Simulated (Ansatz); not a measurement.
**CaO: relaxation of cell and atoms with PBE+D4**

CaO:

```
Ca O
1.0
     0.00000    2.40356    2.40356
     2.40356    0.00000    2.40356
     2.40356    2.40356    0.00000
Ca O
1 1
Cartesian
  0.0000 0.0000 0.0000
  2.4036 2.4036 2.4036
```

The cell is a database's computed one.

```
Program             : Ansatz 0.2.0
Task                : relaxation of cell and atoms
Functional          : PBE
Dispersion          : D4
Potentials or basis : Ansatz PAW
Cutoff              : 420 eV (not typed: the program's choice for these potentials)
k mesh              : 10 × 10 × 10
Occupations         : fermi-dirac, width 0.05 eV
Spin                : no spin polarisation
```

| Property | Result |
| --- | --- |
| Relaxed volume | 13.83 Å³/atom |
| Relaxed cell | a = 3.394 Å, b = 3.394 Å, c = 3.394 Å, α = 60.00°, β = 60.00°, γ = 60.00° |
| Space group after relaxing (to 0.05 Å) | Fm-3m (No. 225) |
| Energy gained by relaxing | 0.0 meV/atom |
| Ionic steps | 4 |
| Pressure after relaxing | 0.0 GPa |
| Band gap on the k mesh | 3.65 eV |

Final structure:
```xyz
2
Lattice="0.0000 2.4001 2.4001 2.4001 0.0000 2.4001 2.4001 2.4001 0.0000" Properties=species:S:1:pos:R:3 pbc="T T T"
Ca    0.0000    0.0000    0.0000
O     2.4001    2.4001    2.4001
```

It took 2.6 s on 2 threads of Arm Neoverse V1 (shared host), peak memory 0.28 GiB.

Caveat: the plane-wave basis is chosen anew once the cell has moved, so the energies of steps on either side of that aren't comparable; the pressure holds a Pulay correction of +0.4 GPa for the finite cutoff. A k mesh can miss the band edges.
